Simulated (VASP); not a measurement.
## Sb: single point with PBE

Crystal: Sb.

```
CELL_PARAMETERS angstrom
-1.91168 1.89860 1.91097
1.86645 -1.92422 1.89137
1.82583 1.83838 -1.93660
ATOMIC_POSITIONS crystal
Sb 0.00668 0.00212 0.01774
```

The cell isn't the ideal one: cell strained at random at fixed volume.

```
Program                : VASP 6.6.1
Task                   : single point
Functional             : PBE
Potentials or basis    : VASP PAW PBE potentials, release 64 (Sb)
Cutoff                 : 520 eV
k mesh                 : 10 × 10 × 10
Occupations            : fermi-dirac, width 0.05 eV
Spin                   : no spin polarisation
Further INCAR settings : ALGO = Normal; EDIFF = 1e-07; NBANDS = 8
```

```yaml
Pressure: 2.9 GPa
Band_gap_on_the_k_mesh: none (metal or under the smearing width)
```

Stress tensor (GPa, compression positive):
```
2.62 1.06 0.70
1.06 2.90 0.89
0.70 0.89 3.11
```

Levels at points of the mesh, in eV from the Fermi level:
```csv
k point,band 1,band 2,band 3,band 4,band 5,band 6
"(0.00, 0.00, 0.00)",-13.06,5.32,5.50,6.20,10.25,10.66
"(0.50, 0.00, 0.00)",-8.81,-5.78,1.81,4.05,6.55,7.23
"(0.00, 0.50, 0.00)",-8.67,-5.73,1.57,3.83,6.25,7.08
"(0.50, 0.50, 0.00)",-9.11,-5.79,1.87,3.82,6.38,7.13
"(0.00, 0.00, 0.50)",-8.40,-5.63,1.23,3.43,5.97,6.63
"(0.50, 0.00, 0.50)",-9.05,-5.80,1.81,4.12,6.31,7.49
"(0.00, 0.50, 0.50)",-9.05,-5.81,1.83,4.33,6.33,7.72
"(0.50, 0.50, 0.50)",-5.46,-2.42,-2.09,-1.62,2.83,3.05
```

Wall time 37 s on 1 thread of Intel(R) Xeon(R) 6975P-C (Granite Rapids), with other jobs on the host, peak memory 0.22 GiB.

The run has no spin-orbit coupling, so splittings on Sb are missing.
